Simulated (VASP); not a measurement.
Crystal: FeO.

```
CELL_PARAMETERS angstrom
0.00000 2.15540 2.15540
2.15540 0.00000 2.15540
2.15540 2.15540 0.00000
ATOMIC_POSITIONS crystal
Fe 0.00000 0.00000 0.00000
O 0.50000 0.50000 0.50000
```

Base run:

- Program: VASP 6.6.1
- Functional: r2SCAN
- Potentials or basis: VASP PAW PBE potentials, release 64 (Fe, O)
- Cutoff: 520 eV
- k mesh: 8 × 8 × 8
- Occupations: gaussian, width 0.05 eV
- Spin: collinear spin, random start
- Starting moments: [1.56, 0.0] μB
- Hubbard terms: Fe d U = 2 eV

Its results: band gap on the k mesh none (metal or under the smearing width); pressure -5.8 GPa.

Task: The run is repeated on the same cell with these changes: spin from collinear spin, random start to no spin polarisation; further incar settings from ALGO = Normal; EDIFF = 1e-06 to ALGO = Normal; EDIFF = 1e-06; NBANDS = 14. What comes out?

Result: Band gap on the k mesh 1.85 eV, indirect (least direct gap 2.33 eV); pressure -24.8 GPa.

Caveats: the PAW data sets were made with another functional, which shifts forces and pressure a little; a cell with one magnetic atom can't hold antiferromagnetic order, which such compounds often take (some runs).

A k mesh can miss the band edges.
